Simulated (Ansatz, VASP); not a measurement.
**Cl in VASP and in Ansatz**

```xyz
2
Lattice="2.2515 0.0000 0.0000 -1.1258 1.9499 0.0000 0.0000 0.0000 3.9946" Properties=species:S:1:pos:R:3 pbc="T T T"
Cl    0.0000    1.2999    0.9986
Cl    1.1258    0.6500    2.9959
```

Change from the starting cell: volume scaled by 0.45, PAW files.

Alike in both runs: task single point; functional LDA; k mesh 15 × 15 × 8; occupations fermi-dirac, width 0.1 eV; no spin polarisation.

|  | VASP | Ansatz |
| --- | --- | --- |
| version | VASP 6.6.1 | Ansatz 0.2.0 |
| potentials or method | VASP PAW LDA potentials, release 64 (Cl) | PAW with Ansatz's default frozen-core files, scalar-relativistic |
| plane-wave cutoff (eV) | 520 | 420 |
| valence electrons in the cell | 14 | 14 |

Ansatz gave:

```
pressure (GPa)                                  : 202.8
largest component of the traceless stress (GPa) : 0.12
```

Question: Which values does VASP return?

Answer: Pressure (GPa): 201.5; largest component of the traceless stress (GPa): 0.22.

Caveats: the cell as given lies far from equilibrium; so large a pressure means that the cell lies far from this level's equilibrium, or that cutoff or potentials fall short (VASP).
